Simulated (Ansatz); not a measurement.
**From barrier to diffusion: Si in Ti**

Computed with DFT PBE, scalar-relativistic, plane waves, PAW in Ansatz. Settings: 420 eV cutoff, 4×4×4 k-mesh, shifted by half a step, Gaussian smearing of 0.10 eV, no spin polarisation.

Host crystal, relaxed:

```cif
data_structure
_symmetry_space_group_name_H-M 'P 1'
_symmetry_Int_Tables_number 1
_cell_length_a 4.5795
_cell_length_b 4.5795
_cell_length_c 2.8322
_cell_angle_alpha 90.000
_cell_angle_beta 90.000
_cell_angle_gamma 120.000
_cell_volume 51.44
loop_
_atom_site_label
_atom_site_type_symbol
_atom_site_fract_x
_atom_site_fract_y
_atom_site_fract_z
_atom_site_occupancy
Ti1 Ti 0.00000 0.00000 0.00000 1
Ti2 Ti 0.33333 0.66667 0.50000 1
Ti3 Ti 0.66667 0.33333 0.50000 1
```

In a supercell of 18 host sites, Si trades places with a neighbouring Ti vacancy, moving 3.06 Å. Climbing-image nudged elastic band at fixed cell; the order of the saddle wasn't checked, and the small cell leaves errors of about a tenth of an eV.

```
image path (Å) E − E(0) (eV)
    0      0.00          0.000
    1      0.50          0.289
    2      1.00          0.649
    3      1.51          0.792
    4      2.01          0.649
    5      2.51          0.289
    6      3.01          0.000
```

**Question.** What are the barriers forward and back, and what attempt frequency does the shape suggest?

**Answer.** Forward 0.79 eV, back 0.79 eV, the ends being level. For a sinusoidal profile E_b sin²(πx/l), with the Si atom alone moving, ν = (1/l)√(E_b/2m) = 3.8×10¹² s⁻¹, within an order of magnitude of the customary 10¹³ s⁻¹; a true prefactor needs the vibrations at the minimum and at the saddle.

**Question.** With ν = 10¹³ s⁻¹, how often does the exchange happen at 300, 600 and 1000 K once atom and vacancy are neighbours, taking the host as solid throughout? Does that give the diffusivity?

**Answer.** k = ν exp(−E_b/k_BT):
```json
{"T (K)": "300", "k (1/s)": "0.49", "wait (s)": "2.1"}
{"T (K)": "600", "k (1/s)": "2.2×10⁶", "wait (s)": "4.5×10⁻⁷"}
{"T (K)": "1000", "k (1/s)": "1.0×10⁹", "wait (s)": "9.9×10⁻¹⁰"}
```

No. The atom can jump only when a vacancy is beside it, so where vacancies are thermal the activation energy of diffusion adds the vacancy's formation energy less any binding to Si; where doping, quenching or off-stoichiometry fixes their number, it doesn't. And repeated exchanges only swap the two back and forth: Si gets on when the vacancy moves round it by other jumps, which the correlation factor counts. An error of 0.1 eV in the barrier changes k by a factor of 48 at 300 K and 3.2 at 1000 K.

Cost: 1 run of about 11 core-minutes, on AMD EPYC 9R45 (Zen 5) (shared hosts).